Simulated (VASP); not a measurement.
## Cu3Au (Auricupride): cell size against the level of theory

Aim: relax Cu3Au (Auricupride) at several levels and hold each cell against experiment. The levels: PBE, LDA and PBE + D3(BJ). The start is a cell from a database of measured crystal structures.

Method: PBE; plane waves and PAW (Cu, Au), in the first sound run; inputs show where later runs differ, in VASP 6.6.1.

## (1) The starting structure

Before any relaxation, the start is as follows. Symmetry: Pm-3m, No. 221, cubic system. The conventional cell has a = 3.740 Å, b = 3.740 Å, c = 3.740 Å, α = 90.00°, β = 90.00°, γ = 90.00°. Nearest to Cu lie 4 Au at 2.64 Å and 8 Cu at 2.64 Å. Au has 12 Cu at 2.64 Å nearest. Farther neighbours are not listed.

## (2) Relaxation with PBE

Properties are meant for the cell that this level of theory prefers, so cell and atoms are relaxed first (ISIF = 3) until forces and stress are small; EDIFFG sets the threshold. PBE, the usual starting point, adds the gradient of the density.

INCAR reads:

```
SYSTEM = Cu3Au
PREC = Accurate
ENCUT = 520
EDIFF = 1E-06
NELM = 100
ISMEAR = -1
SIGMA = 0.05
LREAL = .FALSE.
ALGO = Normal
GGA = PE
NBANDS = 28
LORBIT = 11
LWAVE = .FALSE.
LCHARG = .FALSE.
KPAR = 2
IBRION = 2
NSW = 60
ISIF = 3
EDIFFG = -0.01
```

POSCAR reads:

```
Cu3Au
1.0
    3.7400000000      0.0000000000      0.0000000000
    0.0000000000      3.7400000000      0.0000000000
    0.0000000000      0.0000000000      3.7400000000
Cu Au
3 1
Direct
    0.0000000000      0.5000000000      0.5000000000
    0.5000000000      0.0000000000      0.5000000000
    0.5000000000      0.5000000000      0.0000000000
    0.0000000000      0.0000000000      0.0000000000
```

KPOINTS reads:

```
Automatic mesh
0
Gamma
7 7 7
0 0 0
```

PAW data sets: Cu and Au (PBE family, release 64).

Launch:

```sh
$ mpirun -np 2 vasp_std
```

The log of the run:

```text
[banner, memory and clock lines left out]
running    2 mpi-ranks, on    1 nodes
 distrk:  each k-point on    1 cores,    2 groups
 distr:  one band on    1 cores,    1 groups

 POSCAR found type information on POSCAR CuAu
 POSCAR found :  2 types and       4 ions
 LDA part: xc-table for (Slater+PW92), standard interpolation
 POSCAR, INCAR and KPOINTS ok, starting setup
 FFT: planning ... GRIDC
 FFT: planning ... GRID_SOFT
 FFT: planning ... GRID
 WAVECAR not read
 entering main loop
       N       E                     dE             d eps       ncg     rms          rms(c)
DAV:   1     0.365505122852E+03    0.36551E+03   -0.20536E+04  1160   0.253E+03
DAV:   2     0.171344328954E+02   -0.34837E+03   -0.33330E+03  1128   0.436E+02
DAV:   3    -0.162887208207E+02   -0.33423E+02   -0.31845E+02  1188   0.174E+02
DAV:   4    -0.172178449529E+02   -0.92912E+00   -0.92513E+00  1476   0.348E+01
DAV:   5    -0.172313580534E+02   -0.13513E-01   -0.13512E-01  1588   0.323E+00    0.158E+01
DAV:   6    -0.156893372470E+02    0.15420E+01   -0.22361E+01  1268   0.109E+02    0.731E+00
DAV:   7    -0.146153045919E+02    0.10740E+01   -0.61480E+00  1344   0.816E+01    0.501E+00
DAV:   8    -0.145869430260E+02    0.28362E-01   -0.38079E-01  1664   0.819E+00    0.332E+00
DAV:   9    -0.145875270792E+02   -0.58405E-03   -0.20110E-01  1776   0.110E+01    0.213E+00
DAV:  10    -0.145610875096E+02    0.26440E-01   -0.98521E-02  1744   0.825E+00    0.175E-01
DAV:  11    -0.145617595660E+02   -0.67206E-03   -0.93527E-03  1656   0.112E+00    0.171E-01
DAV:  12    -0.145616901205E+02    0.69446E-04   -0.19240E-04  1400   0.156E-01    0.832E-02
DAV:  13    -0.145616617847E+02    0.28336E-04   -0.10634E-04  1764   0.147E-01    0.458E-03
DAV:  14    -0.145616615480E+02    0.23677E-06   -0.13289E-05  1332   0.438E-02    0.412E-03
DAV:  15    -0.145616614765E+02    0.71466E-07   -0.19006E-07   648   0.495E-03
   1 F= -.14561661E+02 E0= -.14555486E+02  d E =-.145617E+02
 curvature:   0.00 expect dE= 0.000E+00 dE for cont linesearch  0.000E+00
 trial: gam= 0.00000 g(F)=  0.000E+00 g(S)=  0.105E+00 ort = 0.000E+00 (trialstep = 0.100E+01)
 search vector abs. value=  0.105E+00
 bond charge predicted
       N       E                     dE             d eps       ncg     rms          rms(c)
DAV:   1    -0.175540414241E+02   -0.29924E+01   -0.47859E+01  1296   0.130E+02    0.131E+01
DAV:   2    -0.153333642464E+02    0.22207E+01   -0.18569E+01  1228   0.104E+02    0.507E+00
DAV:   3    -0.147166218182E+02    0.61674E+00   -0.40498E+00  1284   0.520E+01    0.386E+00
DAV:   4    -0.146119090324E+02    0.10471E+00   -0.19149E-01  1648   0.117E+01    0.228E+00
DAV:   5    -0.145744040193E+02    0.37505E-01   -0.82361E-02  1792   0.752E+00    0.716E-01
DAV:   6    -0.145711798302E+02    0.32242E-02   -0.15149E-02  1700   0.247E+00    0.140E-01
DAV:   7    -0.145711840534E+02   -0.42232E-05   -0.20421E-03  1744   0.638E-01    0.585E-02
DAV:   8    -0.145711700178E+02    0.14036E-04   -0.26016E-04  1572   0.194E-01    0.253E-02
DAV:   9    -0.145711649204E+02    0.50974E-05   -0.19556E-05  1452   0.590E-02    0.107E-02
DAV:  10    -0.145711648416E+02    0.78800E-07   -0.90969E-07   660   0.232E-02
   2 F= -.14571165E+02 E0= -.14565252E+02  d E =-.950337E-02
 trial-energy change:   -0.009503  1 .order   -0.012783   -0.105147    0.079581
 step:   0.5428(harm=  0.5692)  dis= 0.00000  next Energy=   -14.589672 (dE=-0.280E-01)
 bond charge predicted
       N       E                     dE             d eps       ncg     rms          rms(c)
DAV:   1    -0.152642865496E+02   -0.69312E+00   -0.94741E+00  1288   0.541E+01    0.674E+00
DAV:   2    -0.149051127080E+02    0.35917E+00   -0.55489E+00  1208   0.558E+01    0.353E+00
DAV:   3    -0.146018921541E+02    0.30322E+00   -0.14136E+00  1228   0.371E+01    0.120E+00
DAV:   4    -0.145962311794E+02    0.56610E-02   -0.74852E-02  1608   0.314E+00    0.968E-01
DAV:   5    -0.145903222467E+02    0.59089E-02   -0.12486E-02  1812   0.251E+00    0.246E-01
DAV:   6    -0.145893535271E+02    0.96872E-03   -0.20041E-03  1452   0.465E-01    0.138E-01
DAV:   7    -0.145892193834E+02    0.13414E-03   -0.53296E-04  1744   0.390E-01    0.206E-02
DAV:   8    -0.145892151186E+02    0.42648E-05   -0.53362E-05  1296   0.723E-02    0.112E-02
DAV:   9    -0.145892144840E+02    0.63460E-06   -0.13712E-06   648   0.280E-02
   3 F= -.14589214E+02 E0= -.14583243E+02  d E =-.275530E-01
 curvature:  -0.28 expect dE=-0.705E-05 dE for cont linesearch -0.705E-05
 trial: gam=-0.01514 g(F)=  0.417E-66 g(S)=  0.249E-04 ort = 0.162E-02 (trialstep = 0.909E+00)
 search vector abs. value=  0.598E-08
 reached required accuracy - stopping structural energy minimisation
```

Wall time 16 s (2 MPI ranks of Intel Xeon 6975P-C (Granite Rapids), shared host); peak memory 0.32 GiB.

The logs omit lines about the potential files and the build; timing stands in the text.

From OUTCAR (step 2):

```text
ion  position               nearest neighbor table
   1  0.000  0.500  0.500-   2 2.64   3 2.64   4 2.64   3 2.64   4 2.64   2 2.64   4 2.64   4 2.64
                             2 2.64   3 2.64   3 2.64   2 2.64
   2  0.500  0.000  0.500-   1 2.64   3 2.64   4 2.64   3 2.64   4 2.64   1 2.64   3 2.64   3 2.64
                             1 2.64   4 2.64   4 2.64   1 2.64
   3  0.500  0.500  0.000-   1 2.64   2 2.64   4 2.64   1 2.64   2 2.64   2 2.64   4 2.64   2 2.64
                             1 2.64   4 2.64   1 2.64   4 2.64
   4  0.000  0.000  0.000-   1 2.64   2 2.64   3 2.64   1 2.64   2 2.64   1 2.64   3 2.64   1 2.64
                             2 2.64   3 2.64   2 2.64   3 2.64

  LATTYP: Found a simple cubic cell.
 ALAT       =     3.7400000000

 Subroutine GETGRP returns: Found 48 space group operations
 (whereof 48 operations were pure point group operations)

The static configuration has the point symmetry O_h .

 Found     20 irreducible k-points:

   k-points           NKPTS =     20   k-points in BZ     NKDIM =     20   number of bands    NBANDS=     28

   dimension x,y,z NGX =    28 NGY =   28 NGZ =   28
   dimension x,y,z NGXF=    56 NGYF=   56 NGZF=   56

   ENCUT  =  520.0 eV  38.22 Ry    6.18 a.u.   6.95  6.95  6.95*2*pi/ulx,y,z

   NELECT =      44.0000    total number of electrons

 k-points in reciprocal lattice and weights: Automatic mesh
   0.00000000  0.00000000  0.00000000       0.003
   0.14285714  0.00000000  0.00000000       0.017
   0.28571429  0.00000000  0.00000000       0.017
   0.42857143  0.00000000  0.00000000       0.017
   0.14285714  0.14285714  0.00000000       0.035
   0.28571429  0.14285714  0.00000000       0.070
   0.42857143  0.14285714  0.00000000       0.070
   0.28571429  0.28571429  0.00000000       0.035
   0.42857143  0.28571429  0.00000000       0.070
[...]
0.42857143  0.42857143  0.28571429       0.070
   0.42857143  0.42857143  0.42857143       0.023

 average (electrostatic) potential at core
       1 -63.1876       2 -63.1876       3 -63.1876       4 -66.1756

 E-fermi :   7.8294

 k-point     1 :       0.0000    0.0000    0.0000
  band No.  band energies     occupation
    ...
     17       6.3953      2.00000
     18       6.3953      2.00000
     19       6.5182      2.00000
     20       6.5182      2.00000
     21       6.5182      2.00000
     22       9.2136      0.00000
     23       9.2136      0.00000
     24       9.2136      0.00000
     25      13.7112      0.00000
     26      15.2222      0.00000
    ...

 k-point     2 :       0.1429    0.0000    0.0000
  band No.  band energies     occupation
    ...
     17       6.2487      2.00000
     18       6.3380      2.00000
     19       6.3380      2.00000
     20       6.3955      2.00000
     21       6.5179      2.00000
     22       7.9666      0.12082
     23       9.8801      0.00000
     24       9.8801      0.00000
     25      14.1632      0.00000
     26      15.1513      0.00000
    ...

 k-point     3 :       0.2857    0.0000    0.0000
  band No.  band energies     occupation
    ...
     18       6.0656      2.00000
     19       6.1396      2.00000
     20       6.1686      2.00000
     21       6.3958      2.00000
     22       6.5173      2.00000
     23      11.2944      0.00000
     24      11.2944      0.00000
     25      14.5417      0.00000
     26      14.9721      0.00000
     27      16.9452      0.00000
    ...

  Total        0.0262098      0.0262098      0.0262098      0.0000000      0.0000000     -0.0000000
  in kB        0.7764289      0.7764289      0.7764289      0.0000000      0.0000000     -0.0000000
  external PRESSURE =       0.7764289 kB  Pullay stress =       0.0000000 kB

  energy-cutoff  :      520.00
  volume of cell :       54.08
      direct lattice vectors                 reciprocal lattice vectors
     3.781735409  0.000000000  0.000000000     0.264428864 -0.000000000 -0.000000000
     0.000000000  3.781735409 -0.000000000    -0.000000000  0.264428864  0.000000000
     0.000000000 -0.000000000  3.781735409    -0.000000000  0.000000000  0.264428864

 POSITION                                       TOTAL-FORCE (eV/Angst)
 -----------------------------------------------------------------------------------
      0.00000      1.89087      1.89087         0.000000     -0.000000      0.000000
      1.89087     -0.00000      1.89087         0.000000     -0.000000      0.000000
      1.89087      1.89087     -0.00000        -0.000000      0.000000      0.000000
      0.00000      0.00000      0.00000        -0.000000      0.000000      0.000000
 -----------------------------------------------------------------------------------
    total drift:                                0.000000      0.000000      0.000000

  FREE ENERGIE OF THE ION-ELECTRON SYSTEM (eV)
  ---------------------------------------------------
  free  energy   TOTEN  =       -14.5892144840 eV

  energy  without entropy=      -14.5772710369  energy(sigma->0) =      -14.58324276

 reached required accuracy - stopping structural energy minimisation

 total charge
# of ion       s       p       d       tot
------------------------------------------
    1        0.402   0.331   9.197   9.930
    2        0.402   0.331   9.197   9.930
    3        0.402   0.331   9.197   9.930
    4        0.644   0.451   8.665   9.761
--------------------------------------------------
tot          1.850   1.443  36.257  39.550

[... 3 further parts left out ...]
```

The k-mesh is coarse for a metal. The run keeps the 48 symmetry operations of its start, so it cannot find a distortion of lower symmetry.

Step by step:

```csv
step,energy less that of the first step (eV),largest force (eV/Å),pressure (GPa),volume (Å³)
1,0.0000,0.0000,5.22,52.31
2,-0.0095,0.0000,-3.72,55.61
3,-0.0276,0.0000,0.08,54.08
```

```csv
"conventional cell, symmetrised",before,after,change
a (Å),3.740,3.782,+1.1 %
b (Å),3.740,3.782,+1.1 %
c (Å),3.740,3.782,+1.1 %
volume (Å³/atom),13.08,13.52,+3.4 %
```

Final coordinates:

```cif
data_structure
_symmetry_space_group_name_H-M 'P 1'
_symmetry_Int_Tables_number 1
_cell_length_a 3.7817
_cell_length_b 3.7817
_cell_length_c 3.7817
_cell_angle_alpha 90.000
_cell_angle_beta 90.000
_cell_angle_gamma 90.000
_cell_volume 54.08
loop_
_atom_site_label
_atom_site_type_symbol
_atom_site_fract_x
_atom_site_fract_y
_atom_site_fract_z
_atom_site_occupancy
Cu1 Cu 0.00000 0.50000 0.50000 1
Cu2 Cu 0.50000 0.00000 0.50000 1
Cu3 Cu 0.50000 0.50000 0.00000 1
Au4 Au 0.00000 0.00000 0.00000 1
```

Numbers from this step:

| Property | Result |
| --- | --- |
| electrons | 44 |
| bands | 28 |
| irreducible k-points | 20 |
| symmetry operations | 48 |
| free energy (TOTEN) | -14.59 eV |
| energy at zero smearing | -14.58 eV |
| Fermi energy | 7.829 eV |
| pressure | 0.07764 GPa |
| metallic | yes |
| SCF cycles over all ionic steps | 34 |

It ends with forces that vanish by symmetry and a pressure of 0.08 GPa. The volume lies +3.4 % from that of the database's start. The conventional cell has a = 3.782 Å.

(Continued in part 2 of 2.)

[Lines on the potential files, build, host, timing and source positions are cut from VASP's logs without a mark.]

[Logs are printed without paths, hosts, clocks, repeated set-up lines and the standing remarks that a program may print on its own settings, such as how far it seeks lower states.]

[Hosts, paths, dates, database ids (printed as entryN), source tags and the programs' standing remarks are cut or masked in the printed files.]

[A measured line is paired with the nearest computed mode of its activity, which favours agreement.]

[In band tables of VASP the shares of atoms and orbitals are scaled to a sum of 1 inside the atoms' spheres.]
